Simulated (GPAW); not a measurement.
# Cl (Cmce) in GPAW: settings compared, part 2 of 2

GPAW 26.7.0. The steps go on from the part before.

### 6 Relaxation of cell and atoms, PBEsol+D3(BJ)+ATM

Contents of run.py:

```python
from ase import Atoms
from ase.calculators.mixing import SumCalculator
from ase.filters import FrechetCellFilter
from ase.io import write
from ase.optimize import BFGS
from dftd3.ase import DFTD3
from gpaw import GPAW, PW, setup_paths

setup_paths.insert(0, '.')

atoms = Atoms(['Cl', 'Cl', 'Cl', 'Cl'],
              cell=[[3.145, -2.25, 0.0],
                    [3.145, 2.25, 0.0],
                    [0.0, 0.0, 8.21]],
              scaled_positions=[[0.37, 0.63, 0.4],
                                [0.13, 0.87, 0.9],
                                [0.63, 0.37, 0.6],
                                [0.87, 0.13, 0.1]],
              pbc=True)

calc = GPAW(mode=PW(600),
            xc='PBEsol',
            kpts={'size': (5, 5, 3), 'gamma': True},
            occupations={'name': 'fermi-dirac', 'width': 0.05},
            nbands=26,
            convergence={'density': 1e-05, 'forces': 0.0001},
            maxiter=150,
            txt='gpaw.txt')
atoms.calc = SumCalculator([calc, DFTD3(damping='d3bj', params_tweaks=dict(method='pbesol', atm=True))])
opt = BFGS(FrechetCellFilter(atoms), trajectory='relax.traj', logfile='-')
done = opt.run(fmax=0.02, steps=60)
calc.write('gs.gpw')
write('result.traj', atoms)
print('Converged:', done)
print('Cell:', atoms.cell.cellpar().round(4))
print('Volume:', round(atoms.get_volume(), 4))
print(atoms.get_scaled_positions().round(5))
```

Potentials or basis: PAW data sets generated in the run's folder for this functional, pw.

Launch:

```console
$ gpaw-setup -f PBEsol Cl
$ OMP_NUM_THREADS=1 python run.py
```

gpaw.txt:

```text
__  _  _
 | _ |_)|_||  |
 |__||  | ||/\| - 26.7.0

Input parameters:
  mode=PW(ecut=600.0),
  convergence={'density': 1e-05, 'forces': 0.0001},
  kpts=MonkhorstPack(size=(5, 5, 3), gamma=True),
  maxiter=150,
  nbands=26,
  occupations=Occupations(name='fermi-dirac', width=0.05),
  xc=XC(name='PBEsol')

Diagonalizing LCAO Hamiltonian
Converting LCAO to pw mode

          Cl

        Cl

         Cl

       Cl

Atoms  # Å, Bohr magnetons
|   | symbol |        x |         y |        z |    initial magnetic moments |
|---|--------|----------|-----------|----------|-----------------------------|
| 0 |     Cl | 3.145000 |  0.585000 | 3.284000 | ( 0.0000,  0.0000,  0.0000) |
| 1 |     Cl | 3.145000 |  1.665000 | 7.389000 | ( 0.0000,  0.0000,  0.0000) |
| 2 |     Cl | 3.145000 | -0.585000 | 4.926000 | ( 0.0000,  0.0000,  0.0000) |
| 3 |     Cl | 3.145000 | -1.665000 | 0.821000 | ( 0.0000,  0.0000,  0.0000) |

Unit cell  # Å
| periodic |        x |         y |        z |  lengths |    angles |
|----------|----------|-----------|----------|----------|-----------|
|      yes | 3.145000 | -2.250000 | 0.000000 | 3.866979 | 90.000000 |
|      yes | 3.145000 |  2.250000 | 0.000000 | 3.866979 | 90.000000 |
|      yes | 0.000000 |  0.000000 | 8.210000 | 8.210000 | 71.161476 |

Number of symmetries: 4
[... 647 lines left out ...]
|---|--------|----------|-----------|----------|-----------------------------|
| 0 |     Cl | 3.127579 |  0.557462 | 3.206328 | ( 0.0000,  0.0000,  0.0000) |
| 1 |     Cl | 3.127579 |  1.655173 | 7.232858 | ( 0.0000,  0.0000,  0.0000) |
| 2 |     Cl | 3.127579 | -0.557473 | 4.846736 | ( 0.0000,  0.0000,  0.0000) |
| 3 |     Cl | 3.127579 | -1.655185 | 0.820206 | ( 0.0000,  0.0000,  0.0000) |

Unit cell  # Å
| periodic |        x |         y |         z |  lengths |    angles |
|----------|----------|-----------|-----------|----------|-----------|
|      yes | 3.127579 | -2.212656 |  0.000003 | 3.831135 | 90.000094 |
|      yes | 3.127579 |  2.212656 | -0.000003 | 3.831135 | 89.999906 |
|      yes | 0.000000 | -0.000011 |  8.053064 | 8.053064 | 70.556220 |

Number of symmetries: 4
Symmetry operations  # r_c * U_cc + t_c -> r_c
|   | kind |            matrix            |
|---|------|------------------------------|
| 0 |  E   |  1, 0, 0,  0, 1, 0,  0, 0, 1 |
| 1 |  C2  |  0, 1, 0,  1, 0, 0,  0, 0,-1 |
| 2 |  σ   |  0,-1, 0, -1, 0, 0,  0, 0, 1 |
| 3 |  i   | -1, 0, 0,  0,-1, 0,  0, 0,-1 |
[... 4517 lines left out ...]
SCF iterations
|iter     | |      energy | eigst |  dens |force |
|---------|-|-------------|-------|-------|------|
|iter:   1| |   -7.845153 | -2.67 |       |      |
|iter:   2| |   -7.844448 | -4.62 | -2.30 |      |
|iter:   3| |   -7.841552c| -3.53 | -2.35 |      |
|iter:   4| |   -7.841487c| -5.35 | -3.05 |      |
|iter:   5| |   -7.841482c| -6.10 | -3.38 |      |
|iter:   6| |   -7.841478c| -6.85 | -3.83 |      |
|iter:   7| |   -7.841478c| -8.25c| -4.36 |      |
|iter:   8| |   -7.841478c| -8.65c| -4.90 |      |
|iter:   9| |   -7.841478c| -9.35c| -5.59c|      |
|iter:  10| |   -7.841478c|-10.15c| -6.21c|-3.93 |
|iter:  11| |   -7.841478c|-10.75c| -6.61c|-4.22c|

Converged in 11 steps
Energy contributions relative to reference atoms: (reference = -50144.416757)

Energy contributions:
  Kinetic:           6.882034
  Coulomb:          -5.232807
  Zero:              0.192721
  External:          0.000000
  Xc:               -9.683426
  Entropy:          -0.000000
  Spinorbit:         0.000000
  ----------------------------
  Free energy:      -7.841478
  Extrapolated:     -7.841478
[... 40 lines left out ...]
Forces  # eV/Ang
|       x |        y |        z |
|---------|----------|----------|
| 0.00000 |  0.00259 |  0.00693 |  # Cl   0
| 0.00000 | -0.00194 |  0.00173 |  # Cl   1
| 0.00000 | -0.00259 | -0.00693 |  # Cl   2
| 0.00000 |  0.00194 | -0.00173 |  # Cl   3

# Writing to gs.gpw (mode='')
```

stdout:

```text
Step          Energy          fmax
BFGS:    0       -8.222851        0.388767
BFGS:    1       -8.226841        0.327649
BFGS:    2       -8.242049        0.398414
BFGS:    3       -8.255638        0.570387
BFGS:    4       -8.298023        0.893318
BFGS:    5       -8.322575        0.655350
[... 16 lines left out ...]
BFGS:   22       -8.396882        0.025464
BFGS:   23       -8.396922        0.007691
Converged: True
Cell: [ 3.6956  3.6956  7.8829 89.9993 90.0007 61.7862]
Volume: 94.8666
[[0.36713 0.63287 0.38736]
 [0.133   0.867   0.88741]
 [0.63287 0.36713 0.61264]
 [0.867   0.133   0.11259]]
```

Wall time 8.4 min (1 thread of Intel Xeon 6975P-C (Granite Rapids), shared host); peak memory 0.35 GiB.

Results:

- Free energy: -8.3969 eV
- Relaxed volume: 23.72 Å³/atom
- Relaxed cell: a = 3.696 Å, b = 3.696 Å, c = 7.883 Å, α = 90.00°, β = 90.00°, γ = 61.79°
- Space group after relaxing (to 0.05 Å): Cmce (No. 64)
- Energy gained by relaxing: 43.5 meV/atom
- Ionic steps: 24
- Pressure after relaxing: 0.0 GPa
- Largest force after relaxing: 0.008 eV/Å
- Band gap on the k mesh: 1.95 eV, direct
- Dispersion energy per atom: -0.139 eV

Forces on the atoms (eV/Å):
```
Cl   0.000 -0.002  0.008
Cl   0.000  0.003  0.003
Cl   0.000  0.002 -0.008
Cl   0.000 -0.003 -0.003
```

The path:
| step | energy change (eV) | largest force (eV/Å) | pressure (GPa) | volume (Å³) |
| --- | --- | --- | --- | --- |
| 1 | 0.0000 | 0.1267 | -1.47 | 116.19 |
| 2 | -0.0040 | 0.1004 | -1.30 | 115.86 |
| 3 | -0.0192 | 0.4025 | -0.52 | 113.65 |
| 4 | -0.0328 | 0.5812 | -0.11 | 111.46 |
| 5 | -0.0752 | 0.9453 | 1.39 | 102.09 |
| 6 | -0.0997 | 0.6987 | 1.15 | 100.18 |
| 7 | -0.1294 | 0.0892 | -0.42 | 100.28 |
| 8 | -0.1297 | 0.1194 | -0.25 | 98.91 |
| 9 | -0.1309 | 0.1206 | -0.29 | 98.78 |
| 10 | -0.1520 | 0.2483 | -0.63 | 94.87 |
| 11 | -0.1557 | 0.1917 | -0.32 | 93.22 |
| 12 | -0.1583 | 0.0679 | 0.02 | 93.05 |
| 13 | -0.1591 | 0.0209 | 0.16 | 93.31 |
| 14 | -0.1593 | 0.0234 | 0.17 | 93.35 |
| 15 | -0.1637 | 0.1136 | 0.34 | 94.07 |
| 16 | -0.1688 | 0.1454 | 0.34 | 94.89 |
| 17 | -0.1736 | 0.0633 | 0.10 | 95.96 |
| 18 | -0.1738 | 0.0293 | 0.03 | 95.89 |
| 19 | -0.1737 | 0.0084 | -0.04 | 95.61 |
| 20 | -0.1737 | 0.0100 | -0.04 | 95.60 |
| 21 | -0.1741 | 0.0310 | -0.07 | 95.40 |
| 22 | -0.1741 | 0.0382 | -0.07 | 95.17 |
| 23 | -0.1740 | 0.0270 | -0.04 | 94.90 |
| 24 | -0.1741 | 0.0081 | -0.01 | 94.87 |

Final structure:
```xyz
4
Lattice="3.1713 -1.8974 0.0000 3.1713 1.8974 0.0000 0.0000 0.0001 7.8829" Properties=species:S:1:pos:R:3 pbc="T T T"
Cl    3.1713    0.5043    3.0535
Cl    3.1713    1.3928    6.9954
Cl    3.1713   -0.5042    4.8294
Cl    3.1713   -1.3927    0.8875
```

Levels at points of the mesh, in eV from the valence-band top:
```csv
k point,band 10,band 11,band 12,band 13,band 14,band 15,band 16,band 17,band 18,band 19
"(0.00, 0.00, 0.00)",-2.13,-1.33,-0.60,-0.36,0.00,1.95,2.98,6.77,6.90,7.70
```

Caveat: later steps reuse the first step's grids; the volume moved by over 15 % at a fixed basis, so the end points are rough; an odd mesh through Γ misses points on the zone boundary, where band edges often lie.

### 7 The runs side by side

```tsv
level	gap on the mesh (eV)	pressure (GPa)	relaxed volume (Å³/atom)	largest force (eV/Å)
PBEsol	1.99	0.0	26.20	-
PBEsol+D3	2.00	0.0	23.60	-
PBEsol+D3(BJ)	2.01	0.0	23.63	0.02
PBEsol+D3(BJ)+ATM	1.95	0.0	23.72	0.01
```

Alike in all rows: task relaxation of cell and atoms; potentials or basis PAW data sets generated in the run's folder for this functional, pw; no spin polarisation; cell relaxed; k mesh 5 × 5 × 3; cutoff (eV) 600; smearing fermi-dirac 0.05 eV.

Caveats: later steps reuse the first step's grids; an odd mesh through Γ misses points on the zone boundary, where band edges often lie; the volume moved by over 15 % at a fixed basis, so the end points are rough (some runs).

Total energies depend on the potentials used, so only differences within one code and one set of settings carry meaning.
